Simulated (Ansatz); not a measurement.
## CuO: the change of energy above lowest point with volume scale

Results calculated with Ansatz 0.2.0, not measured. Free energy against uniform scaling of the volume at fixed shape and fractions; periodic cell, basis, potentials, k mesh and filling as listed.

The cell before it is scaled or strained (space group C2/c, No. 15):
```
CELL_PARAMETERS angstrom
2.34960 -1.71700 0.00000
2.34960 1.71700 0.00000
-0.85290 0.00000 5.07470
ATOMIC_POSITIONS crystal
Cu 0.00000 0.50000 0.00000
Cu 0.50000 0.00000 0.50000
O 0.58160 0.41840 0.25000
O 0.41840 0.58160 0.75000
```

Settings of every row: functional PBEsol; dispersion none; potentials PAW; wave cutoff 639.47 eV; density cutoff 5115.7 eV; k mesh 10x10x6; k shift 0x0x0; occupations gaussian; smearing width 0.1 eV; spin none; SCF threshold exponent -6.

Limits: coarse k mesh, up to 40 meV an atom off.

```csv
row,volume scale,V (Å³/atom),energy above lowest point (meV/atom)
1,0.9406,9.628,7.8
2,0.9703,9.932,0
3,1,10.236,?
4,1.0297,10.54,16.1
5,1.0594,10.844,36.7
```

Question: what energy above lowest point should row 3 give?

Worked fit of energy above lowest point. Take u = (V_r/V)^(2/3) − 1 with V_r = 10.236 Å³ an atom, which is twice the finite (Eulerian) strain; such expansions in the strain, on which the Birch-Murnaghan equation of state is built, carry the rest volume and the bulk modulus. The shown rows have u = 0.04167, 0.0203, -0.01932, -0.03774. Least squares give energy above lowest point = 3.35 − 414.1 × u + 12478 × u² meV/atom; a straight line predicts inner rows, each left out in turn, worse (root mean square 11 against 0.22 meV/atom). The rows lie off it by 0.0, -0.1, 0.1, -0.1. Its lowest point lies at u = 0.0166, or V = 9.986 Å³ an atom, and the curvature there gives the bulk modulus at fixed shape and fractions, B = (4/9)(1 + u)² E″(u)/V = 184 GPa. Letting shape and atoms relax would as a rule lower it, by much in layered, chain or molecular crystals. The withheld row has u = 0, so the fit gives 3.35 − 414.1 × (0) + 12478 × (0)² = 3.4 meV/atom.

The calculation gave 3.4 meV/atom. The fit meets it to the printed digit.
